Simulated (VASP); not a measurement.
A run of VASP 6.6.1:

Contents of INCAR:

```
PREC = Accurate
ENCUT = 600
EDIFF = 1E-7
ISMEAR = 1
SIGMA = 0.1
LREAL = F
LASPH = T
NELM = 80
ALGO = Normal
ISIF = 3
LWAVE = F
LCHARG = F
GGA = CA
IBRION = 2
NSW = 90
EDIFFG = -0.005
PSTRESS = 440.0
KPAR = 2
```

Contents of KPOINTS:

```
regular mesh
0
Gamma
  12 12 8
```

File POSCAR:

```
SiNi                                    
1.0
    2.6306766760      0.0000000000      0.0000000000
    0.0000000000      3.1944683303      0.0000000000
    0.0000000000      0.0000000000      4.4802292311
  Si              Ni            
     2     2
Direct
     0.0000000000000000    0.0000000000000000    0.1546012632772706
     0.5000000000000000    0.5000000000000000    0.8453987367227296
     0.0000000000000000    0.0000000000000000    0.6520771086335554
     0.5000000000000000    0.5000000000000000    0.3479228913664443
```

Potentials or basis: VASP PAW LDA potentials, release 64 (Si, Ni).

Launch:

```bash
$ cat potpaw_LDA.64/Si/POTCAR potpaw_LDA.64/Ni/POTCAR > POTCAR
$ mpirun -np 2 vasp_std > vasp.out
```

Hardware: 2 MPI ranks on Intel(R) Xeon(R) 6975P-C (Granite Rapids) (shared host).

Task: How long does it take, and how much memory?

Result: Run time: 46 s on 2 MPI ranks on Intel(R) Xeon(R) 6975P-C (Granite Rapids), on a shared host, peak memory 0.29 GiB a rank. Counts: scf iterations 20, k points 245, ion steps 2.
